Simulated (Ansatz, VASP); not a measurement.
## N: VASP beside Ansatz

File INCAR:

```
SYSTEM = N
  PREC = Accurate
  ENCUT = 600
  EDIFF = 1E-6
  ISMEAR = 0
  SIGMA = 0.02
  LREAL = .FALSE.
  LASPH = .TRUE.
  NELM = 100
  ALGO = Normal
  ISIF = 3
  LWAVE = .FALSE.
  LCHARG = .FALSE.
  GGA = PS
  IBRION = 2
  NSW = 100
  EDIFFG = -0.005
```

KPOINTS

```
Automatic mesh
0
G
  6 6 4
  0 0 0
```

File POSCAR:

```
N
1.0
    4.3671138075      0.0000000000      0.0000000000
   -2.1835569037      3.7820314985      0.0000000000
    0.0000000000      0.0000000000      7.4219008384
N
4
Direct
    0.3333333333      0.6666666667      0.3241071911
    0.3333333333      0.6666666667      0.1758928089
    0.6666666667      0.3333333333      0.8241071911
    0.6666666667      0.3333333333      0.6758928089
```

Input for Ansatz:

```yaml
crystal:
  lattice:
    - [4.3670952784, 0.0, 0.0]
    - [-2.1835476392, 3.7820154518, 0.0]
    - [0.0, 0.0, 7.4219067236]
  atoms:
    - { symbol: "N", position: [0.3333333333, 0.6666666667, 0.3241071078] }
    - { symbol: "N", position: [0.3333333333, 0.6666666667, 0.1758928922] }
    - { symbol: "N", position: [0.6666666667, 0.3333333333, 0.8241071078] }
    - { symbol: "N", position: [0.6666666667, 0.3333333333, 0.6758928922] }
basis:
  ecutwfc: 420
kpoints:
  mp_grid: { grid: [6, 6, 4] }
hamiltonian:
  xc: pbesol
scf:
  occupations: { method: gaussian, width: 0.02 }
output:
  forces: true
  stress: true
  eigenvalues: true
relax:
  adjacent_minimum: "off"
  f_tol: 0.005
  max_steps: 80
  cell: { stress_tol: 0.05 }
```

Alike in both runs: task relaxation of cell and atoms; functional PBEsol; k mesh 6 × 6 × 4; occupations gaussian, width 0.02 eV; no spin polarisation.

|  | VASP | Ansatz |
| --- | --- | --- |
| version | VASP 6.6.1 | Ansatz 0.2.0 |
| potentials or method | VASP PAW PBE potentials, release 64 (N) | scalar-relativistic, plane waves, PAW |
| plane-wave cutoff (eV) | 600 | 420 |
| valence electrons in the cell | 20 | 20 |

```tsv
	VASP	Ansatz	Ansatz less VASP
gap on the k mesh at the Fermi level, each at its own relaxed structure (eV)	6.89	7.40	+0.507
relaxed volume (Å³/atom)	26.70	30.65	+3.947
relaxed cell length with the largest relative difference (Å)	6.909	7.422	+0.5130
energy change over the relaxation (meV/atom)	-7	0	+7.2
```

One of these differences is far larger than is usual between the two programs; its cause wasn't traced.

Caveats: the standard files for N, O and F lose accuracy on very short bonds; the PAW data sets were made with another functional, which shifts forces and pressure a little (VASP). A k mesh can miss the band edges.
